## Why does stretched tungsten pull back less and less for each extra bit of volume?

**Question**

I have a set of density-functional results for tungsten in the face-centred cubic (fcc) structure, each at a fixed volume per atom. A positive pressure means that the crystal pushes outwards, and a negative one means that it is under tension and would shrink if released.

Ansatz 0.2.0 calculations for fcc tungsten at fixed volumes, using the PBEsol functional without spin polarisation, scalar-relativistic PAW, a 420 eV plane-wave cutoff, an 18×18×18 k mesh and Gaussian smearing of 0.1 eV. Energies are extrapolated to zero smearing and counted from the standard crystal of tungsten; pressure is positive in compression.

```tsv
volume (Å³/atom)	shortest distance (Å)	energy over elements (eV/atom)	pressure (GPa)
15.481	2.798	0.512	10.07
15.800	2.817	0.499	3.37
16.048	2.831	0.497	-1.33
16.109	2.835	0.498	-2.45
16.274	2.844	0.502	-5.33
19.322	3.012	0.975	-38.77
19.350	3.013	0.982	-38.95
```

Near 16 Å³ a small change of volume shifts the pressure by several GPa. I expected the two largest cells to continue that line, but their tension is far below it. Are they a different phase, or did something go wrong there?

Three more things puzzle me. The energy hardly changes over the middle rows although the pressure changes sign. The last two rows have almost the same volume, yet their energies differ visibly. And why is the lowest energy still half an electronvolt above the elements, if the crystal is at its best volume?

**Answer**

Three magnitudes are worth keeping in mind. This crystal has a bulk modulus of about 300 GPa, so a volume change of 1 % near equilibrium costs about 3 GPa. When the volume has grown by about a fifth, each further Å³ per atom adds only some 6 GPa of tension, against about 20 near equilibrium. The stretch to that point costs about half an electronvolt per atom.

The large cells are the same crystal pulled a long way. Their tension lies below your line because it grows by the loss of repulsion between the atoms, and the further the crystal is stretched, the less repulsion is left to lose. The pull of the bonds fades too, and in the end this must bring the tension back to zero.

### Pressure is the slope of the energy

Pressure is minus the slope of the energy with volume. Where the energy curve has its minimum, the pressure is zero, and close to it a large relative change of pressure goes with almost no change of energy. That is your flat middle region. The row at 16.048 Å³ is the lowest one calculated, but it is already under slight tension; interpolation puts the true minimum at 15.98 Å³.

The last two rows show the other side of the same rule. They lie only 0.028 Å³ apart, but the crystal is under 39 GPa of tension there. Since 1 eV/Å³ is about 160 GPa, the expected energy step is $39 \times 0.028/160 \approx 0.007$ eV, which is the step in the table. The two rows differ visibly because they sit on a steep slope.

This agreement also answers the worry about a faulty or different state. Energy and pressure are obtained separately in such a calculation, and they match over each of the short steps in volume. The two large cells therefore lie on one smooth curve with each other, as the five small ones do. The wide gap between the two groups needs a separate look, which comes below.

### Why the tension falls behind

Picture two contributions to the energy. The d electrons of tungsten bind the atoms by spreading over neighbouring sites, which pulls the crystal together. Squeezing electrons into less room and pushing filled inner shells into each other costs energy, which drives the crystal apart. At 15.98 Å³ the two tendencies balance.

Now stretch the crystal. Both contributions decrease, but the repulsion decreases faster, because it depends on the closest contact of the electron clouds. The balance is lost and a net pull appears. At first it grows almost in proportion to the stretch, and this is the line that you extended.

The net pull can't follow that line for long. It grows because the repulsion dies away, and the more of the repulsion has gone, the less is left to lose. Meanwhile the bonding itself keeps fading, and atoms that are far apart exert no pull at all. The tension must therefore start from zero, rise, bend over and finally return to zero. At your two large cells the tension is still rising, but much more slowly than at first.

This division into pull and push is a theoretical argument; the table holds only their sum. The electronic bands of the same calculations do support the fading of the bond. In this metal neighbouring bands overlap in energy, and the overlap between the last band that the electron count could fill and the next one shrinks from 4.1 to 2.8 eV between the smallest and the largest cell. That is roughly an inverse fifth power of the distance between neighbours, close to what simple theory expects for the width of a d band. The overlap is not the band width itself, so this is a supporting sign and not a measurement of bond strength.

### A model with one decay

The argument can be put into a short formula. Let $V$ be the volume per atom, $V_0$ its value at zero pressure, and $x=(V/V_0)^{1/3}$ the relative length of a bond. Take a net binding energy, pull and push together, that fades exponentially once the bond is stretched:

$$E \propto -(1+a)\,e^{-a}, \qquad a=s\,(x-1).$$

The number $s$ says how quickly the bond fades. Taking minus the slope with volume, with $V=V_0x^3$, gives the pressure

$$P = 3B\,\frac{1-x}{x^2}\,e^{\,s(1-x)},$$

where $B$ is the bulk modulus at zero pressure. This is known as the Vinet equation of state. The factor $1-x$ is the spring-like part, $1/x^2$ appears because the force is spread over a larger area, and the exponential describes the fading.

The constants come from the five small cells only. $V_0$ was found by a quadratic interpolation of volume against pressure through the four rows closest to zero pressure. A least-squares fit to the pressures of all five then gave $B\approx300$ GPa and $s\approx4.9$. The two stretched cells took no part, so they test whether the behaviour near equilibrium already contains the later weakening.

### One stretched cell worked through

Take the cell at 19.322 Å³. Its bonds are longer than at equilibrium by the factor $x=(19.322/15.98)^{1/3}\approx1.065$. A stretch of only 6.5 % in length is thus behind the 21 % in volume.

The spring-like part gives $3\times300\times0.065\approx59$ GPa of tension. Spreading the force over the larger area divides this by $1.065^2$, which leaves about 52 GPa. The exponential factor, $e^{-4.9\times0.065}\approx0.73$, brings it down to about 38 GPa.

The calculated tension is 38.77 GPa, so the model is about 3 % too low. Within the model, the fading of the bond takes away more than the change of area does. A spring of constant stiffness, in which pressure is simply proportional to the change of volume, gives about 63 GPa and overshoots by some 60 %. That spring is the line that you had in mind.

The energy tells the same story, although no energy was used to find the constants. From the lowest row to this cell the table rises by 0.478 eV. The exponential model gives 0.467 eV, the spring 0.655 eV. A crystal that softens on the way is cheaper to stretch than a spring with the same initial stiffness.

How far does this success support the exponential law? Only in part. A different standard formula, which expands the energy in powers of the strain, was given the same stiffness and the same rate at which stiffness changes with pressure. It comes within 2 % of the tension in this cell. The pressures thus establish that the crystal softens on stretching, while its origin in a dwindling repulsion rests on the physical argument. The bands speak only for the fading of the bonds.

### What happens inside the gap

There is no row between 16.274 and 19.322 Å³, yet the energies at the two ends reveal the average tension between them. It is the energy rise divided by the volume change: $0.473/3.048\approx0.155$ eV/Å³, or about 25 GPa. If the tension grew along a straight line, the average would be midway between the end values, at about 22 GPa.

The average is higher, so on the whole the tension runs above that straight line, as it does when it rises quickly at first and more slowly later. This is the expected bend, seen without a calculation at any volume inside the gap. The reading takes both groups of cells to lie on one continuous curve. The model supports this: fitted to the small cells alone, it comes close to both the tension and the energy of the stretched ones, so nothing here points to a change of state in between.

The same bend is present in the small cells. It shows less there only because their volumes span a much shorter range. Compression strengthens the repulsion quickly, so the crystal becomes stiffer when squeezed. At 15.481 Å³ the constant spring gives about 9.3 GPa where the calculation has 10.07. The spring is too soft under compression and too stiff under tension, which are two views of one curvature.

### Why the minimum is not at zero energy

The energies are counted from the standard crystal of tungsten, which is body-centred cubic (bcc). The lowest value of about 0.5 eV is therefore the price of arranging the atoms in the fcc pattern. It doesn't mean that the atoms fail to bind. Because the reference is the same for every row, it lifts the whole curve without changing its slope or the pressure.

A band argument for this price starts from the roughly half-filled d shell. In the bcc pattern the d levels separate into a lower, bonding group and an upper, antibonding group, with few levels between them. Tungsten has about the right number of electrons to fill the lower group. The fcc pattern lacks such a clear division at that filling, so some electrons must occupy less favourable levels.

### How to use these numbers

For a similar metal, start from the bulk modulus to estimate the pressure of a small volume change. Then expect the true pressure to lie above the straight line on compression, and the true tension to lie below it on stretching. For bonds several per cent too long, the correction is no longer a detail: in the worked cell it removes more than a third of the straight-line tension.

The 39 GPa should not be read as a strength. All three directions were stretched equally, and the cubic symmetry keeps the three stresses equal whether or not the crystal would resist a change of shape. Fcc tungsten is in fact known to give way to such a distortion.
